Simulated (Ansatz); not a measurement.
Level of theory: DFT PBE, scalar-relativistic, plane waves, PAW (Ansatz). Settings: cutoff 420 eV, Γ-centred meshes spaced at most about 0.3 Å⁻¹, and about 0.25 Å⁻¹ or finer for metals (2π included), Gaussian smearing. No spin polarisation.

Each guess is relaxed in cell and atoms at zero pressure, on a coarse mesh first where it starts far from rest and then on a converged one. The steps can't lower the symmetry of the start, but it can rise. Energies are static (0 K, no zero-point motion).

Two unrelaxed guesses for In4Sb:

A.

```xyz
5
Lattice="-3.4632 3.4632 3.4632 3.4632 -3.4632 3.4632 3.4632 3.4632 -3.4632" Properties=species:S:1:pos:R:3 pbc="T T T"
In    1.2107    1.2107    1.2107
In   -2.2525    2.2525    2.2525
In    2.2525    2.2525   -2.2525
In    2.2525   -2.2525    2.2525
Sb    0.0000    0.0000    0.0000
```

B.

```xyz
5
Lattice="6.0781 0.0000 0.0000 -3.0391 5.2638 0.0000 0.0000 0.0000 5.0850" Properties=species:S:1:pos:R:3 pbc="T T T"
In    3.0391    0.0000    2.5425
In   -1.5195    2.6319    2.5425
In    1.5195    2.6319    2.5425
In    0.0000    0.0000    2.5425
Sb    0.0000    0.0000    0.0000
```

Task: Do they relax into the same structure? If not, which is lower?

Result: No. A ends lower, by 90 meV/atom. A: I-43m at 33.2 Å³/atom → Im-3m at 35.6 Å³/atom; B: P6/mmm at 32.5 Å³/atom → P6/mmm at 40.7 Å³/atom. Counting In atoms around Sb (those within 1.25 times the shortest such distance or 1.15 times the sum of covalent radii), the end of A has Sb 8 and the end of B has Sb 2. End of A. Conventional cell: a = 7.090 Å. In has 2 Sb at 3.07 Å and 6 In at 3.55 Å; Sb is surrounded by 8 In at 3.07 Å. End of B. Conventional cell: a = 6.456 Å, c = 5.641 Å. Around In on a site of symmetry mmm lie 6 In at 3.23 Å; In on a site of symmetry 6/mmm has 2 Sb at 2.82 Å and 6 In at 3.23 Å; Sb is surrounded by 2 In at 2.82 Å.

Ends held by symmetry can be saddle points. Neither end is the lowest form computed: that has space group Cmmm (No. 65) and lies 189 meV/atom below the better end. Even the lowest of the cells shown lies +0.28 eV/atom against the elements. Spin–orbit coupling, which can matter for Sb, is left out. Some types were kept out of the candidates beforehand, so the set may lack a known form.
